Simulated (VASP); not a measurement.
# C (Fd-3m) in VASP: a series of runs

The runs below take C through single point, with LDA.

Program: VASP 6.6.1. These are calculated values, not measurements. Logs are shortened: lines on timing, memory, paths and dates and some standing lists are left out, and cuts for length are marked.

### Step 1. The undisturbed crystal

It takes space group Fd-3m (No. 227, cubic). Conventional cell: a = 3.567 Å, b = 3.567 Å, c = 3.567 Å, α = 90.00°, β = 90.00°, γ = 90.00°. C (site symmetry -43m) has 4 C at 1.54 Å as nearest neighbours.

This isn't the form of C at room conditions, which is graphite.

### Step 2. Single point, LDA (grid = ENCUT=400 dk=1.6 cell=2x2x2 ISMEAR=0 SIGMA=0.05 LREAL=Auto EDIFF=1e-06)

File INCAR:

```
SYSTEM = C
  ALGO = Fast
  EDIFF = 1E-6
  ENCUT = 400
  ISIF = 2
  ISMEAR = 0
  LASPH = .TRUE.
  LCHARG = .FALSE.
  LREAL = Auto
  LWAVE = .FALSE.
  NBANDS = 40
  NELM = 120
  PREC = Accurate
  SIGMA = 0.05
```

File KPOINTS:

```
k-points
0
G
  1 1 1
  0 0 0
```

File POSCAR:

```
C
1.0
    0.0000000000      3.5667400000      3.5667400000
    3.5667400000      0.0000000000      3.5667400000
    3.5667400000      3.5667400000      0.0000000000
C
16
Direct
    0.3750000000      0.3750000000      0.3750000000
    0.3750000000      0.3750000000      0.8750000000
    0.3750000000      0.8750000000      0.3750000000
    0.3750000000      0.8750000000      0.8750000000
    0.8750000000      0.3750000000      0.3750000000
    0.8750000000      0.3750000000      0.8750000000
    0.8750000000      0.8750000000      0.3750000000
    0.8750000000      0.8750000000      0.8750000000
    0.2500000000      0.2500000000      0.2500000000
    0.2500000000      0.2500000000      0.7500000000
    0.2500000000      0.7500000000      0.2500000000
    0.2500000000      0.7500000000      0.7500000000
    0.7500000000      0.2500000000      0.2500000000
    0.7500000000      0.2500000000      0.7500000000
    0.7500000000      0.7500000000      0.2500000000
    0.7500000000      0.7500000000      0.7500000000
```

Potentials or basis: VASP PAW LDA potentials, release 64 (C).

The run is started by

```bash
cat potpaw_LDA.64/C/POTCAR > POTCAR
mpirun -np 1 vasp_std > vasp.out
```

OUTCAR:

```text
SYSTEM = C
   EDIFF = 1E-6
   ENCUT = 400
   ISIF = 2
   ISMEAR = 0
   LASPH = .TRUE.
   LREAL = Auto
   NELM = 120
   PREC = Accurate

 Found      1 irreducible k-points:

 Following reciprocal coordinates:
            Coordinates               Weight
  0.000000  0.000000  0.000000      1.000000
   k-points           NKPTS =      1   k-points in BZ     NKDIM =      1   number of bands    NBANDS=     40
   number of dos      NEDOS =    301   number of ions     NIONS =     16
   total plane-waves  NPLWV =  46656
   dimension x,y,z NGX =    36 NGY =   36 NGZ =   36
   dimension x,y,z NGXF=    72 NGYF=   72 NGZF=   72
   ions per type =              16
   NGX,Y,Z   is equivalent  to a cutoff of  11.86, 11.86, 11.86 a.u.
   NGXF,Y,Z  is equivalent  to a cutoff of  23.73, 23.73, 23.73 a.u.
 SYSTEM =  C
   PREC   = accura    normal or accurate (medium, high low for compatibility)
   ISTART =      0    job   : 0-new  1-cont  2-samecut
   ICHARG =      2    charge: 1-file 2-atom 10-const
   ISPIN  =      1    spin polarized calculation?
   LNONCOLLINEAR =      F non collinear calculations
   LSORBIT =      F    spin-orbit coupling
   LASPH  =      T    aspherical Exc in radial PAW
   ENCUT  =  400.0 eV  29.40 Ry    5.42 a.u.   8.23  8.23  8.23*2*pi/ulx,y,z
   NELM   =    120;   NELMIN=  2; NELMDL= -5     # of ELM steps
   EDIFF  = 0.1E-05   stopping-criterion for ELM
   LREAL  =      T    real-space projection
   EDIFFG = 0.1E-04   stopping-criterion for IOM
   NSW    =      0    number of steps for IOM
   IBRION =     -1    ionic relax: 0-MD 1-quasi-New 2-CG
   NFREE  =      0    steps in history (QN), initial steepest desc. (CG)
   ISIF   =      2    stress and relaxation
   ISYM   =      2    0-nonsym 1-usesym 2-fastsym
   POTIM  = 0.5000    time-step for ionic-motion
   TEBEG  =    0.0;   TEEND  =   0.0 temperature during run
   PSTRESS=    0.0 pullay stress
   NELECT =      64.0000    total number of electrons
   NUPDOWN=      -1.0000    fix difference up-down
   EMIN   =  10.00;   EMAX   =-10.00  energy-range for DOS
   EFERMI =   0.00;   METHOD = LEGACY
   ISMEAR =     0;   SIGMA  =   0.05  broadening in eV -4-tet -1-fermi 0-gaus
   EFERMI_NEDOS =   21; number of points for ismear=-14 and -15
   IALGO  =     68    algorithm
   IMIX   =      4    mixing-type and parameters
     AMIX     =   0.40;   BMIX     =  1.00
     AMIX_MAG =   1.60;   BMIX_MAG =  1.00
  volume/ion in A,a.u.               =       5.67        38.28
  Fermi-wavevector in a.u.,A,eV,Ry     =   1.457203  2.753714 28.891161  2.123440
  Thomas-Fermi vector in A             =   2.574032
   LORBIT       =      0    0 simple, 1 ext, 2 COOP (PROOUT), +10 PAW based schemes
   GGA     = CA    functional components
   LHFCALC =     F    Hartree Fock is set to
   AEXX    =    0.0000 exact exchange contribution
   IVDW    =     0    specifies the selected vdW correction
   LEPSILON=     F    determine dielectric tensor
   LRPA    =     F    only Hartree local field effects (RPA)
 non-spin polarized calculation
 RMM-DIIS sequential band-by-band and
 Gauss-broadening in eV      SIGMA  =   0.05
  energy-cutoff  :      400.00
  volume of cell :       90.75
 maximum number of plane-waves:      1639
 NGX is ok and might be reduce to    36
   NGX = 17   NGY = 17   NGZ = 17

 number of electron      64.0000031 magnetization

 Free energy of the ion-electron system (eV)
  ---------------------------------------------------
  ext. energy  EPLUGINS =         0.00000000
  ---------------------------------------------------
  free energy    TOTEN  =      -136.50341454 eV

  energy without entropy =     -136.50341454  energy(sigma->0) =     -136.50341454

 E-fermi :  10.3984     XC(G=0): -13.4106

 val. band max:       10.1297650140   @ k =   0.0000   0.0000   0.0000
 cond. band min:      14.5530001490   @ k =   0.0000   0.0000   0.0000
 fundamental gap:      4.4232351350
 Fermi energy:        10.3984055713

 k-point     1 :       0.0000    0.0000    0.0000
  band No.  band energies     occupation
      1     -11.3987      2.00000
      2      -5.4906      2.00000
      3      -5.4906      2.00000
      4      -5.4906      2.00000
      5      -5.4905      2.00000
      6      -3.4419      2.00000
[... 32 lines left out ...]
     39      15.5626      0.00000
     40      15.5626      0.00000

------------------------ aborting loop because EDIFF is reached ----------------------------------------

  FORCE on cell =-STRESS in cart. coord.  units (eV):
  Direction    XX          YY          ZZ          XY          YZ          ZX
  --------------------------------------------------------------------------------------
  -------------------------------------------------------------------------------------
  Total        7.3298278      7.3298278      7.3298278      0.0000000      0.0000000      0.0000000
  in kB      129.4076652    129.4076652    129.4076652      0.0000000      0.0000000      0.0000000
  external PRESSURE =     129.4076652 kB  Pullay stress =       0.0000000 kB

 VOLUME and BASIS-vectors are now :
 -----------------------------------------------------------------------------
  energy-cutoff  :      400.00
  volume of cell :       90.75
      direct lattice vectors                 reciprocal lattice vectors
     0.000000000  3.566740000  3.566740000    -0.140184034  0.140184034  0.140184034
     3.566740000  0.000000000  3.566740000     0.140184034 -0.140184034  0.140184034
     3.566740000  3.566740000  0.000000000     0.140184034  0.140184034 -0.140184034

 POSITION                                       TOTAL-FORCE (eV/Angst)
 -----------------------------------------------------------------------------------
      2.67505      2.67505      2.67505         0.000000      0.000000      0.000000
      4.45843      4.45843      2.67505         0.000000      0.000000      0.000000
      4.45843      2.67505      4.45843         0.000000      0.000000      0.000000
      6.24179      4.45843      4.45843         0.000000      0.000000      0.000000
      2.67505      4.45843      4.45843         0.000000      0.000000      0.000000
      4.45843      6.24179      4.45843        -0.000000      0.000000      0.000000
[... 8 lines left out ...]
      3.56674      3.56674      5.35011        -0.000000     -0.000000     -0.000000
      5.35011      5.35011      5.35011        -0.000000     -0.000000     -0.000000
 -----------------------------------------------------------------------------------
    total drift:                                0.000000     -0.000000     -0.000000

  FREE ENERGIE OF THE ION-ELECTRON SYSTEM (eV)
  ---------------------------------------------------
  free  energy   TOTEN  =      -136.5034145352 eV

  energy  without entropy=     -136.5034145352  energy(sigma->0) =     -136.50341454
```

Run time: 11 s. Hardware: 1 thread of Intel Xeon Platinum 8488C (Sapphire Rapids), shared host; peak memory 0.16 GiB.

These settings aren't checked as converged: the numbers below hold their error.

What came out:

| Property | Result |
| --- | --- |
| Free energy | -136.5034 eV |
| Band gap on the k mesh | 4.42 eV |

Caveat: the k mesh is coarse (spacing up to 1.53 Å⁻¹), so the values aren't converged; the cutoff is under 1.25 times the usual one of these potentials, so pressure, stress and relaxed cells hold a basis-set (Pulay) error; an odd mesh through Γ misses points on the zone boundary, where band edges often lie.

### Step 3. Single point, LDA (grid = ENCUT=400 dk=0.9 cell=2x2x2 ISMEAR=0 SIGMA=0.05 LREAL=Auto EDIFF=1e-06)

INCAR is that of step 2.

File KPOINTS:

```
k-points
0
G
  2 2 2
  0 0 0
```

POSCAR is that of step 2.

Potentials or basis: VASP PAW LDA potentials, release 64 (C).

The run is started by

```bash
cat potpaw_LDA.64/C/POTCAR > POTCAR
mpirun -np 1 vasp_std > vasp.out
```

OUTCAR:

```text
SYSTEM = C
   EDIFF = 1E-6
   ENCUT = 400
   ISIF = 2
   ISMEAR = 0
   LASPH = .TRUE.
   LREAL = Auto
   NELM = 120
   PREC = Accurate

 Found      3 irreducible k-points:

 Following reciprocal coordinates:
            Coordinates               Weight
  0.000000  0.000000  0.000000      1.000000
  0.500000  0.000000  0.000000      4.000000
  0.500000  0.500000  0.000000      3.000000
   k-points           NKPTS =      3   k-points in BZ     NKDIM =      3   number of bands    NBANDS=     40
   number of dos      NEDOS =    301   number of ions     NIONS =     16
   total plane-waves  NPLWV =  46656
[... 208 lines left out ...]
  Total       -8.0917462     -8.0917462     -8.0917462      0.0000000     -0.0000000     -0.0000000
  in kB     -142.8592880   -142.8592880   -142.8592880      0.0000000     -0.0000000     -0.0000000
  external PRESSURE =    -142.8592880 kB  Pullay stress =       0.0000000 kB

 VOLUME and BASIS-vectors are now :
 -----------------------------------------------------------------------------
  energy-cutoff  :      400.00
  volume of cell :       90.75
      direct lattice vectors                 reciprocal lattice vectors
     0.000000000  3.566740000  3.566740000    -0.140184034  0.140184034  0.140184034
     3.566740000  0.000000000  3.566740000     0.140184034 -0.140184034  0.140184034
     3.566740000  3.566740000  0.000000000     0.140184034  0.140184034 -0.140184034

 POSITION                                       TOTAL-FORCE (eV/Angst)
 -----------------------------------------------------------------------------------
      2.67505      2.67505      2.67505         0.000000     -0.000000      0.000000
      4.45843      4.45843      2.67505        -0.000000     -0.000000     -0.000000
      4.45843      2.67505      4.45843         0.000000     -0.000000     -0.000000
      6.24179      4.45843      4.45843         0.000000     -0.000000     -0.000000
      2.67505      4.45843      4.45843         0.000000     -0.000000     -0.000000
      4.45843      6.24179      4.45843         0.000000     -0.000000     -0.000000
[... 8 lines left out ...]
      3.56674      3.56674      5.35011         0.000000      0.000000      0.000000
      5.35011      5.35011      5.35011        -0.000000      0.000000     -0.000000
 -----------------------------------------------------------------------------------
    total drift:                                0.000000     -0.000000     -0.000000

  FREE ENERGIE OF THE ION-ELECTRON SYSTEM (eV)
  ---------------------------------------------------
  free  energy   TOTEN  =      -160.9401134820 eV

  energy  without entropy=     -160.9401134820  energy(sigma->0) =     -160.94011348
```

Wall time 25 s (1 thread of Intel Xeon Platinum 8488C (Sapphire Rapids), shared host); peak memory 0.16 GiB.

The run converged, but some of its settings lie outside the range that counts as converged, so its numbers aren't taken as properties of the crystal.

Results:

* Free energy: -160.9401 eV
* Band gap on the k mesh: 4.38 eV

Caveat: the k mesh is coarse (spacing up to 0.76 Å⁻¹), so the values aren't converged; the cutoff is under 1.25 times the usual one of these potentials, so pressure, stress and relaxed cells hold a basis-set (Pulay) error.

[end of part 1 of 2]
